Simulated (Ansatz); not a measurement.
**InAs: energy along a strain**

InAs, F-43m, a = 6.048 Å (as given, not relaxed at this level: 1.1 GPa). Ansatz: PBEsol, PAW, 420 eV, Γ-centred 14×14×14 mesh on 2 atoms, Gaussian smearing 0.15 eV; no spin polarisation. Cell vectors (Å): 0.000 3.024 3.024; 3.024 0.000 3.024; 3.024 3.024 0.000. The cell is strained by x per cent times the pattern (0 0 1 0 0 0) in the order xx yy zz yz xz xy (engineering shears), with fractional coordinates held. y is the free energy over the start, V0 = 27.653 Å³/atom.

| x (%) | y (meV/atom) |
| --- | --- |
| -4.00 | 19.65 |
| -3.00 | 12.46 |
| -2.00 | ? |
| -1.00 | 2.67 |
| 0.00 | 0.00 |
| 1.00 | -1.22 |
| 2.00 | -1.03 |
| 3.00 | 0.54 |
| 3.50 | 1.83 |
| 4.00 | 3.45 |

Q: Fit y = c1 x + c2 x² + c3 x³ to the other rows, get the stiffness along the pattern, and predict the missing energy.

A: Least squares on the rows shown. y = −1.9378 x + 0.72199 x² − 0.0054433 x³. The clamped-ion stiffness p·C·p = 2 × 7.220 eV × 160.2 / 27.653 Å³ = 84 GPa, which is C33 in these axes (C11 of the cubic crystal) (second derivative at the start, which stands under stress). At x = -2.00 the fit asked for gives 6.81 meV/atom. The run gave 6.81 meV/atom, the same to the digits shown.